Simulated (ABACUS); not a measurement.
## GaN: band structure with M06-L

**The experiment to reproduce.**

From a printed reference work, textbook, for a bulk crystal of GaN at 0 K: band gap 3.299 eV (direct).

Crystal: GaN.

```
CELL_PARAMETERS angstrom
0.00000 2.25350 2.25350
2.25350 0.00000 2.25350
2.25350 2.25350 0.00000
ATOMIC_POSITIONS crystal
Ga 0.00000 0.00000 0.00000
N 0.25000 0.25000 0.25000
```

The cell is a database's computed one.

```
Program                                       : ABACUS 3.10.1
Task                                          : band structure
Functional                                    : M06-L
Potentials or basis                           : SG15 ONCV 1.2 PBE
Cutoff                                        : 1320 eV
Density cutoff                                : 5279 eV
Basis                                         : plane waves
Occupations                                   : fermi-dirac, width 0.05 eV
Spin                                          : no spin polarisation
Radial cutoff of the potentials (pseudo_rcut) : 10 bohr
Threshold of the eigensolver                  : 1e-07 Ry
Density                                       : read from an earlier self-consistent run
Path                                          : G-X-W-K-G-L-U-W-L-K, U-X
Points for each segment of the path           : 10
SCF threshold on the density                  : 1e-08
Max SCF steps                                 : 100
Eigensolver                                   : dav
Mixing                                        : broyden
Mixing share                                  : 0.7
Symmetry key                                  : -1
Bands                                         : 19
```

```yaml
Band_gap_along_the_path: 1.72 eV, direct
```

Levels at the corners of the path, in eV from the Fermi level:
```csv
point,band 6,band 7,band 8,band 9,band 10,band 11,band 12,band 13
Γ,-14.04,-0.89,-0.89,-0.89,0.84,10.08,10.08,10.08
X,-12.81,-7.14,-3.65,-3.65,2.82,6.07,11.32,14.01
W,-12.53,-6.72,-4.63,-4.55,5.70,7.98,10.08,10.54
K,-12.63,-6.88,-5.17,-3.11,4.48,7.38,10.65,12.82
Γ,-14.04,-0.89,-0.89,-0.89,0.84,10.08,10.08,10.08
L,-13.09,-8.02,-1.90,-1.90,3.99,8.21,10.23,10.23
U,-12.63,-6.88,-5.17,-3.11,4.48,7.38,10.65,12.82
W,-12.53,-6.72,-4.63,-4.55,5.70,7.98,10.08,10.54
L,-13.09,-8.02,-1.90,-1.90,3.99,8.21,10.23,10.23
K,-12.63,-6.88,-5.17,-3.11,4.48,7.38,10.65,12.82
U,-12.63,-6.88,-5.17,-3.11,4.48,7.38,10.65,12.82
X,-12.81,-7.14,-3.65,-3.65,2.82,6.07,11.32,14.01
```

Run time: 22 s on 4 MPI ranks on Intel(R) Xeon(R) 6975P-C (Granite Rapids), with other jobs on the host, peak memory 0.36 GiB a rank.

A measured gap of GaN is 3.299 eV (direct; 0 K; a printed reference work, textbook); the calculated 1.72 eV misses it by -1.58 eV. Spin-orbit coupling on Ga is left out. The value is that of M06-L, without temperature or zero-point motion. The cell is a database's relaxed one, not the measured one, which moves gaps too.

Caveat: the density is read from an earlier self-consistent run, whose mesh may be coarse.
